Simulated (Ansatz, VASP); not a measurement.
**AlN in VASP and in Ansatz**

The input INCAR:

```
SYSTEM = AlN
PREC     = Accurate       ! precision mode
ENCUT    = 520            ! plane-wave cutoff, eV
EDIFF    = 1E-7           ! SCF threshold, eV
ISMEAR   = 0              ! smearing method
SIGMA    = 0.1            ! smearing width, eV
LREAL    = .False.        ! projectors in reciprocal space
LASPH    = .True.         ! aspherical terms in the spheres
NELM     = 60             ! most SCF steps
ALGO     = Normal         ! electronic algorithm
ISIF     = 2              ! what is computed and relaxed
LWAVE    = .False.        ! write WAVECAR
LCHARG   = .True.         ! write CHGCAR
GGA      = PE             ! functional
LELF     = .True.         ! ELF
LVHAR    = .True.       
NBANDS   = 16             ! bands
```

Contents of KPOINTS:

```
Automatic mesh
0
Gamma
  6 6 4
  0 0 0
```

Contents of POSCAR:

```
AlN
1.0
    3.1285881360      0.0000000000      0.0000000000
   -1.5642940680      2.7094368037      0.0000000000
    0.0000000000      0.0000000000      5.0169550000
Al N
2 2
Direct
    0.6666666700      0.3333333300      0.4992870000
    0.3333333300      0.6666666700      0.9992870000
    0.6666666700      0.3333333300      0.8807130000
    0.3333333300      0.6666666700      0.3807130000
```

Input for Ansatz:

```yaml
crystal:
  lattice:
    - [3.128588136, 0.0, 0.0]
    - [-1.564294068, 2.7094368037, 0.0]
    - [0.0, 0.0, 5.016955]
  atoms:
    - { symbol: Al, position: [0.66666667, 0.33333333, 0.499287] }
    - { symbol: Al, position: [0.33333333, 0.66666667, 0.999287] }
    - { symbol: "N", position: [0.66666667, 0.33333333, 0.880713] }
    - { symbol: "N", position: [0.33333333, 0.66666667, 0.380713] }
basis:
  ecutwfc: 420
kpoints:
  mp_grid: { grid: [6, 6, 4] }
hamiltonian:
  xc: pbe
scf:
  occupations: { method: gaussian, width: 0.1 }
output:
  forces: true
  stress: true
  eigenvalues: true
```

The cell is a database's computed one.

Alike in both runs: task single point; functional PBE; k mesh 6 × 6 × 4; occupations gaussian, width 0.1 eV; no spin polarisation.

|  | VASP | Ansatz |
| --- | --- | --- |
| version | VASP 6.6.1 | Ansatz 0.2.0 |
| potentials or method | VASP PAW PBE potentials, release 64 (Al, N) | scalar-relativistic, plane waves, PAW |
| plane-wave cutoff (eV) | 520 | 420 |
| valence electrons in the cell | 16 | 16 |

Ansatz gave:

- gap on the k mesh at the Fermi level (eV): 4.05
- least direct gap on the mesh (eV): 4.05
- pressure (GPa): 0.2
- largest component of the traceless stress (GPa): 0.06

Task: What did VASP give for the same quantities?

Result: gap on the k mesh at the Fermi level (eV): 4.06; least direct gap on the mesh (eV): 4.06; pressure (GPa): 0.0; largest component of the traceless stress (GPa): 0.02.

The functional is the same, so the differences come from potentials, cutoffs and numerics.

Expect the measured gap to be larger: semilocal functionals such as PBE lack the derivative discontinuity.
